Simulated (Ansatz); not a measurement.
Runs of Ansatz 0.2.0 on TiAl. It takes space group Pm-3m (No. 221, cubic). Conventional cell: a = 3.179 Å, b = 3.179 Å, c = 3.179 Å, α = 90.00°, β = 90.00°, γ = 90.00°. Ti (site symmetry m-3m) is surrounded by 8 Al at 2.75 Å. Al (site symmetry m-3m) is surrounded by 8 Ti at 2.75 Å. The cell comes from a database or a generator and needn't be the stable form of this composition.

```tsv
task	level	cell	smearing	gap on the mesh (eV)	pressure (GPa)	relaxed volume (Å³/atom)
single point	PBE	as given	gaussian 0.019 eV	none	0.7	-
single point	PBE	as given	gaussian 0.023 eV	none	0.7	-
relaxation of cell and atoms	PBE+D4	relaxed	fermi-dirac 0.05 eV	none	0.0	15.78
relaxation of cell and atoms	PBEsol+D4	relaxed	fermi-dirac 0.05 eV	none	0.0	15.51
relaxation of cell and atoms	RPBE+D3(BJ)	relaxed	fermi-dirac 0.05 eV	none	0.0	(b)
single point	PBE	as given	gaussian 0.02 eV	none	0.7	-
single point	PBE	as given	gaussian 0.025 eV	none	0.7	-
single point	PBE	as given	gaussian 0.024 eV	none	0.7	-
relaxation of cell and atoms	PBE+D3(BJ)	relaxed	fermi-dirac 0.05 eV	none	0.0	(a)
single point	PBE	as given	gaussian 0.017 eV	none	0.7	-
single point	PBE	as given	gaussian 0.022 eV	none	0.7	-
relaxation of cell and atoms	PBEsol+D3(BJ)	relaxed	fermi-dirac 0.05 eV	none	0.0	15.09
```

Alike in all rows: potentials or basis Ansatz PAW; no spin polarisation; k mesh 8 × 8 × 8; cutoff (eV) 420.

Task: Fill in the values left out.

Result: (a) 15.48; (b) 12.90.

Caveats: the plane-wave basis is chosen anew once the cell has moved, so the energies of steps on either side of that aren't comparable (some runs); pairwise dispersion overbinds metals, which lowers pressure and volume (some runs); the PAW data sets come from PBE, with cores solved anew for the run's functional, which leaves a small shift of forces and pressure (some runs); the volume moved by over 15 % at a fixed basis, so the end points are rough (some runs).

A gap of «none» marks a metal or a gap under the smearing width.
